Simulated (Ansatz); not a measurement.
# Si (Fm-3m): from the listed cell to zero pressure

Where does the pressure of Si (Fm-3m) vanish?

This is Si in the fcc structure; at room conditions it is diamond.

Computed with Ansatz 0.2.0 (DFT r²SCAN and PBE (the runs whose input is shown use PBE), scalar-relativistic, plane waves, PAW).

**1. The structure to begin with**

Symmetry: Fm-3m, No. 225, cubic system. The conventional cell has a = 3.822 Å, b = 3.822 Å, c = 3.822 Å, α = 90.00°, β = 90.00°, γ = 90.00°. Si (site symmetry m-3m) is surrounded by 12 Si at 2.70 Å.

As a file:

```cif
data_structure
_symmetry_space_group_name_H-M 'P 1'
_symmetry_Int_Tables_number 1
_cell_length_a 2.7023
_cell_length_b 2.7023
_cell_length_c 2.7023
_cell_angle_alpha 60.000
_cell_angle_beta 60.000
_cell_angle_gamma 60.000
_cell_volume 13.95
loop_
_atom_site_label
_atom_site_type_symbol
_atom_site_fract_x
_atom_site_fract_y
_atom_site_fract_z
_atom_site_occupancy
Si1 Si 0.00000 0.00000 0.00000 1
```

**2. First run, at the start cell**

File input.yaml:

```yaml
crystal:
  lattice:
    - [0.0, 1.9108305409, 1.9108305409]
    - [1.9108305409, 0.0, 1.9108305409]
    - [1.9108305409, 1.9108305409, 0.0]
  atoms:
    - { symbol: Si, position: [0.0, 0.0, 0.0] }
basis:
  ecutwfc: 420
  ecutrho_ratio: 4
kpoints:
  mp_grid: { grid: [8, 8, 8] }
hamiltonian:
  xc: pbe
scf:
  occupations: { method: gaussian, width: 0.05 }
output:
  forces: true
  stress: true
  eigenvalues: true
```

Command:

```
> ansatz run input.yaml --threads 1 --pin off --max-ram 2560MiB --backend cpu --events-out ev --progress --plain --runs-dir out
```

After this run come: A new volume, run 2; Next volume, run 3; Another level, run 4; A new volume, run 5; A new volume, run 6.

Before running it: what results should come out? Wanted: volume; pressure; conventional cell; gap on the mesh.

The runs gave:

| quantity | value |
| --- | --- |
| volume | 13.734 Å³/atom |
| pressure | 0.06 GPa |
| conventional cell | a = 3.801 Å, b = 3.801 Å, c = 3.801 Å, α = 90.00°, β = 90.00°, γ = 90.00° |
| gap on the mesh | none (metal) |

**Reading.** The volume went from 13.95 to 13.73 Å³/atom (-1.6 %), where 0.06 GPa is left.
